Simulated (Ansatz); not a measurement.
Method: Ansatz 0.2.0, DFT PBE, scalar-relativistic, plane waves, PAW. All cells share a 420 eV cutoff and Γ-centred k meshes spaced at most about 0.3 Å⁻¹ (about 0.25 or finer for metals, 2π included). No spin polarisation in the final relaxations.

These are static total energies at zero pressure. All come from trial cells, and lower structures may exist.

Question: Order these relaxed structures of Be4S by energy, lowest first, with the energy over the lowest of them.
A.

```
CELL_PARAMETERS angstrom
2.19136 1.26518 3.88526
-2.19136 1.26518 3.88526
0.00000 -2.53036 3.88526
ATOMIC_POSITIONS crystal
Be 0.50000 0.50000 0.00000
Be 0.00000 0.50000 0.50000
Be 0.50000 0.00000 0.50000
Be 0.50000 0.50000 0.50000
S 0.00000 0.00000 0.00000
```

B.

```
CELL_PARAMETERS angstrom
3.86533 0.00000 0.00000
0.00000 3.86533 0.00000
0.00000 0.00000 3.86533
ATOMIC_POSITIONS crystal
Be 0.80095 0.80095 0.80095
Be 0.19905 0.19905 0.80095
Be 0.19905 0.80095 0.19905
Be 0.80095 0.19905 0.19905
S 0.50000 0.50000 0.50000
```

C.

```
CELL_PARAMETERS angstrom
1.81351 -3.15214 0.00000
1.81351 3.15214 0.00000
-0.26157 0.00000 9.62386
ATOMIC_POSITIONS crystal
Be 0.08438 0.76051 0.94955
Be 0.76051 0.08438 0.44955
Be 0.26296 0.14414 0.74532
Be 0.82655 0.60625 0.29188
Be 0.93536 0.48665 0.73563
Be 0.14414 0.26296 0.24532
Be 0.60625 0.82655 0.79188
Be 0.48665 0.93536 0.23563
S 0.77972 0.11195 0.02766
S 0.11195 0.77972 0.52766
```

Answer: C (0 meV/atom), B (223 meV/atom), A (523 meV/atom). Forms: C Cc; B P-43m; A R-3m. Counting Be atoms around S (those within 1.25 times the shortest such distance or 1.15 times the sum of covalent radii, 1.27 where that leaves under three): C has S 6; B has S 4; A has S 6.

Cells relaxed within their symmetry can be saddle points. The Cc cell of Be4S came from shaking the R-3m one. Some candidate types were left out of the draw beforehand, so a known form may be missing.
